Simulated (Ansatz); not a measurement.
Sn, DFT, PBE, all-electron PAW with datasets made for the crystal, scalar-relativistic (Ansatz 0.2.0), run on 1 thread of Arm Neoverse V1 on a shared host.

The cell is COD entry 1534488, as deposited and not checked against the literature; nothing was relaxed. The listed cell was then made from it by scaling, straining or moving an atom.

Command: `ansatz run input.yaml --threads 1 --pin off --max-ram 3072MiB --backend cpu --events-out ev --progress --plain --runs-dir out`

```yaml
crystal:
  lattice:
    - [-2.8933175, 2.909224, 1.59065]
    - [2.909224, -2.8933175, 1.59065]
    - [2.922476, 2.922476, -1.5614915]
  atoms:
    - { symbol: Sn, position: [0.0, 0.0, 0.0] }
    - { symbol: Sn, position: [0.75, 0.25, 0.5] }
kpoints:
  mp_grid: { grid: [15, 15, 15] }
scf:
  occupations: { method: fermi_dirac, width: 0.05 }
hamiltonian:
  xc: pbe
  pseudopotentials: { kind: all_electron, datasets: crystal }
output:
  forces: true
  stress: true
  eigenvalues: true
  efg: { contact_densities: true }
```

Problem. How large is the problem that the program sets up?

Solution. 904 irreducible k-points, 457 plane waves at Γ, 20 bands.

Problem. About how long does it take, and how much memory does it use?

Solution. 2.2 min of wall time for 8 SCF iterations, with a peak of 1.6 GiB. Times on shared machines scatter by tens of per cent.

Problem. And the same cell and mesh by PAW (frozen-core files), asked for forces, stress, eigenvalues, efg, write_density, write_potential, elf, on the same hardware?

Solution. 67 s, peak memory 0.89 GiB.
